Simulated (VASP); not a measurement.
# Settings for La₂O₃: equation of state

La₂O₃, P-3m1 (no. 164), 5 atoms in the cell. AM05; PAW potentials La, O (PBE set). VASP 6.6.1.

Wanted: equilibrium volume within 0.2 %; bulk modulus within 1 %.

What the run is for: equation of state; Accuracy asked: standard.

The series start from Plane-wave cutoff (eV): 520; k-point mesh: 7 × 7 × 4; Volumes: 5 from 0.92 to 1.08; Precision mode (PREC): Accurate; Electronic threshold (eV): 1e-6; Aspherical gradient terms in the spheres (LASPH): yes; Start of each volume: each volume from scratch. Each series keeps the choices made before it, and each single choice may use up half of a tolerance. Times cover all steps of a run.

## Plane-wave cutoff (eV)

| Plane-wave cutoff (eV) | Equilibrium volume (Å³/atom) | Bulk modulus (GPa) | Time (s) |
|---|---|---|---|
| 320 | 16.06 | 144.1 | 40 |
| 400 | 16.05 | 136 | 50 |
| 460 | 16.05 | 137.8 | 57 |
| 520 | 16.05 | 137.5 | 78 |
| 600 | 16.05 | 137.6 | 119 |
| 700 | 16.05 | 137.5 | 131 |
| 840 (reference) | 16.05 | 137.5 | 144 |

Chosen: 460, the loosest value from which every tighter one stays within half of the tolerance.

## k-point mesh

| k-point mesh | Equilibrium volume (Å³/atom) | Bulk modulus (GPa) | Time (s) |
|---|---|---|---|
| 2 × 2 × 2 | 16.19 | 137.2 | 24 |
| 3 × 3 × 2 | 16.04 | 138.5 | 29 |
| 4 × 4 × 2 | 16.06 | 136.8 | 34 |
| 4 × 4 × 3 | 16.05 | 137.4 | 36 |
| 5 × 5 × 3 | 16.05 | 137.3 | 47 |
| 7 × 7 × 4 | 16.05 | 137.8 | 57 |
| 8 × 8 × 5 | 16.05 | 137.5 | 64 |
| 10 × 10 × 6 (reference) | 16.05 | 137.5 | 86 |

Chosen: 4 × 4 × 3.

## Volumes

| Volumes | Equilibrium volume (Å³/atom) | Bulk modulus (GPa) | Time (s) |
|---|---|---|---|
| 5 from 0.88 to 1.12 | 16.05 | 137.5 | 37 |
| 5 from 0.92 to 1.08 | 16.05 | 137.4 | 36 |
| 7 from 0.91 to 1.09 (reference) | 16.05 | 137.5 | 50 |

Chosen: 5 from 0.88 to 1.12.

## Precision mode (PREC)

| Precision mode (PREC) | Equilibrium volume (Å³/atom) | Bulk modulus (GPa) | Time (s) |
|---|---|---|---|
| SingleN | 16.03 | 139.8 | 24 |
| Normal | 16.05 | 137.9 | 28 |
| Accurate (reference) | 16.05 | 137.5 | 37 |

Chosen: Normal.

## Electronic threshold (eV)

| Electronic threshold (eV) | Equilibrium volume (Å³/atom) | Bulk modulus (GPa) | Time (s) |
|---|---|---|---|
| 0.001 | 16.05 | 138 | 24 |
| 0.0001 | 16.05 | 137.9 | 24 |
| 1e-5 | 16.05 | 137.9 | 26 |
| 1e-6 | 16.05 | 137.9 | 28 |
| 1e-7 (reference) | 16.05 | 137.9 | 30 |

Chosen: 0.001.

## Aspherical gradient terms in the spheres (LASPH)

| Aspherical gradient terms in the spheres (LASPH) | Equilibrium volume (Å³/atom) | Bulk modulus (GPa) | Time (s) |
|---|---|---|---|
| yes | 16.05 | 138 | 24 |
| no | 16.05 | 138 | 11 |

Chosen: no, the fastest of those that stay within half of the tolerance.

## Start of each volume

| Start of each volume | Equilibrium volume (Å³/atom) | Bulk modulus (GPa) | Time (s) |
|---|---|---|---|
| each volume from scratch | 16.05 | 138 | 11 |
| orbitals of the volume before (WAVECAR) | 16.05 | 138 | 9.4 |

Chosen: each volume from scratch; no other choice that stays within half of the tolerance saves 30 % of the time.

## All choices together

| Input | Equilibrium volume (Å³/atom) | Bulk modulus (GPa) | Time (s) |
|---|---|---|---|
| the program's defaults (naive) | 16.05 | 139.8 | 12 |
| chosen settings | 16.05 | 138 | 11 |
| reference settings throughout | 16.05 | 137.5 | 373 |

The tolerance is met.

## The input

INCAR:
```
GGA = AM
ISMEAR = 0
SIGMA = 0.03
LWAVE = F
LCHARG = F
ISIF = 2
NSW = 0
PREC = Normal
LASPH = F
LREAL = F
ALGO = Normal
EDIFF = 0.001
NELM = 200
GGA_COMPAT = F
ENCUT = 460
EFERMI = MIDGAP
LMAXMIX = 6
KPAR = 4
```

KPOINTS:
```
Automatic mesh
0
Gamma
  4 4 3
  0 0 0
```

POSCAR.step1:
```
La2O3
1.0
    3.7668014357      0.0000000000      0.0000000000
   -1.8834007178      3.2621457343      0.0000000000
    0.0000000000      0.0000000000      5.8569870922
La O
2 3
Direct
    0.3333333333      0.6666666667      0.2462356800
    0.6666666667      0.3333333333      0.7537643200
    0.0000000000      0.0000000000      0.0000000000
    0.3333333333      0.6666666667      0.6458906500
    0.6666666667      0.3333333333      0.3541093500
```

POSCAR.step2:
```
La2O3
1.0
    3.8505354057      0.0000000000      0.0000000000
   -1.9252677029      3.3346614796      0.0000000000
    0.0000000000      0.0000000000      5.9871847653
La O
2 3
Direct
    0.3333333333      0.6666666667      0.2462356800
    0.6666666667      0.3333333333      0.7537643200
    0.0000000000      0.0000000000      0.0000000000
    0.3333333333      0.6666666667      0.6458906500
    0.6666666667      0.3333333333      0.3541093500
```

POSCAR.step3:
```
La2O3
1.0
    3.9307778780      0.0000000000      0.0000000000
   -1.9653889390      3.4041534990      0.0000000000
    0.0000000000      0.0000000000      6.1119535200
La O
2 3
Direct
    0.3333333333      0.6666666667      0.2462356800
    0.6666666667      0.3333333333      0.7537643200
    0.0000000000      0.0000000000      0.0000000000
    0.3333333333      0.6666666667      0.6458906500
    0.6666666667      0.3333333333      0.3541093500
```

POSCAR.step4:
```
La2O3
1.0
    4.0078715265      0.0000000000      0.0000000000
   -2.0039357633      3.4709185571      0.0000000000
    0.0000000000      0.0000000000      6.2318261790
La O
2 3
Direct
    0.3333333333      0.6666666667      0.2462356800
    0.6666666667      0.3333333333      0.7537643200
    0.0000000000      0.0000000000      0.0000000000
    0.3333333333      0.6666666667      0.6458906500
    0.6666666667      0.3333333333      0.3541093500
```

POSCAR.step5:
```
La2O3
1.0
    4.0821081894      0.0000000000      0.0000000000
   -2.0410540947      3.5352093931      0.0000000000
    0.0000000000      0.0000000000      6.3472565207
La O
2 3
Direct
    0.3333333333      0.6666666667      0.2462356800
    0.6666666667      0.3333333333      0.7537643200
    0.0000000000      0.0000000000      0.0000000000
    0.3333333333      0.6666666667      0.6458906500
    0.6666666667      0.3333333333      0.3541093500
```

Commands (each step's output is kept before the next begins):
```
cat potpaw_PBE.64/La/POTCAR potpaw_PBE.64/O/POTCAR > POTCAR
cp POSCAR.step1 POSCAR
mpirun -np 8 vasp_std > vasp.out
cp POSCAR.step2 POSCAR
mpirun -np 8 vasp_std > vasp.out
cp POSCAR.step3 POSCAR
mpirun -np 8 vasp_std > vasp.out
cp POSCAR.step4 POSCAR
mpirun -np 8 vasp_std > vasp.out
cp POSCAR.step5 POSCAR
mpirun -np 8 vasp_std > vasp.out
```

Limits: Every volume keeps the cell's shape and the atoms' fractional positions, so the modulus is that of a clamped cell, stiffer than the relaxed one, above all in layered crystals.

The chosen input took VASP 6.6.1 11 s on 8 cores (Intel Xeon 6975P-C (Granite Rapids)), a shared host.

## An input that fails: cutoff far too low

It runs to its end, but against the unchanged starting input it is off by 1.1 % in the equilibrium volume, 69 % in the bulk modulus.

Changes against the starting input:
```
(all steps)
- PREC = Accurate
- NELM = 200
- ENCUT = 520
+ PREC = Low
+ NELM = 85
+ ENCUT = 240
```
